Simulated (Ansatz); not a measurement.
Set up this calculation in Ansatz 0.2.0, as the native input.

```
Task                                : band structure
Functional                          : PBE
Potentials or basis                 : Ansatz PAW
Cutoff                              : 420 eV (not typed: the program's choice for these potentials)
k mesh                              : 10 × 10 × 5
Occupations                         : fermi-dirac, width 0.05 eV
Spin                                : no spin polarisation
Path                                : [["G", "Y", "F", "L", "I"], ["I1", "Z", "F1"], ["Y", "X1"], ["X", "G", "N"], ["M", "G"]]
Points for each segment of the path : 14
```

CuO (Tenorite):

```
CELL_PARAMETERS angstrom
2.34185 -1.71130 0.00000
2.34185 1.71130 0.00000
-0.85003 0.00000 5.05787
ATOMIC_POSITIONS crystal
Cu 0.50000 0.00000 0.50000
Cu 0.00000 0.50000 0.00000
O 0.41840 0.58160 0.75000
O 0.58160 0.41840 0.25000
```

One way to write it, as run:

input.yaml

```yaml
crystal:
  lattice:
    - [2.34185, -1.7113, 0.0]
    - [2.34185, 1.7113, 0.0]
    - [-0.8500274268, 0.0, 5.0578693947]
  atoms:
    - { symbol: Cu, position: [0.5, 0.0, 0.5] }
    - { symbol: Cu, position: [0.0, 0.5, 0.0] }
    - { symbol: O, position: [0.4184, 0.5816, 0.75] }
    - { symbol: O, position: [0.5816, 0.4184, 0.25] }
hamiltonian:
  xc: pbe
  pseudopotentials: { kind: paw }
kpoints:
  mp_grid: { grid: [10, 10, 5] }
  band_path:
    path:
      - [[0.0, 0.0, 0.0], [-0.5, -0.5, 0.0], [-0.5247847702, -0.5247847702, 0.3275098836], [-0.5, -0.5, 0.5], [-0.6335075857, -0.3664924143, 0.5]]
      - [[-0.3664924143, 0.3664924143, 0.5], [0.0, 0.0, 0.5], [-0.4752152298, -0.4752152298, 0.6724901164]]
      - [[-0.5, -0.5, 0.0], [-0.612731633, -0.387268367, 0.0]]
      - [[-0.387268367, 0.387268367, 0.0], [0.0, 0.0, 0.0], [-0.5, 0.0, 0.0]]
      - [[-0.5, 0.0, 0.5], [0.0, 0.0, 0.0]]
    npoints: 14
scf:
  occupations: { method: fermi_dirac, width: 0.05 }
  n_extra_bands: 10
output:
  forces: true
  stress: true
  eigenvalues: true
  fatbands: false
  write_density: true
  write_potential: true
  elf: true
  volumetric_format: npy
```

Potentials or basis: Ansatz PAW.

Launch:

```sh
$ ansatz run input.yaml --threads 2 --pin off --max-ram 5632MiB --backend cpu --events-out ev --progress --plain --runs-dir out
```

Results of the run:

* Pressure: 5.7 GPa
* Largest force: 0.263 eV/Å
* Band gap on the k mesh: none (metal or under the smearing width)

Caveat: the pressure holds a Pulay correction of +0.7 GPa for the finite cutoff; the run has no spin polarisation, though such a crystal can be magnetic; semilocal functionals often make such compounds metallic where correlation or magnetic order opens a gap, which also shifts bond lengths.

Wall time 31 s on 2 threads of Intel(R) Xeon(R) Processor @ 2.50GHz (Skylake/Cascade Lake) (shared host), peak memory 0.47 GiB.
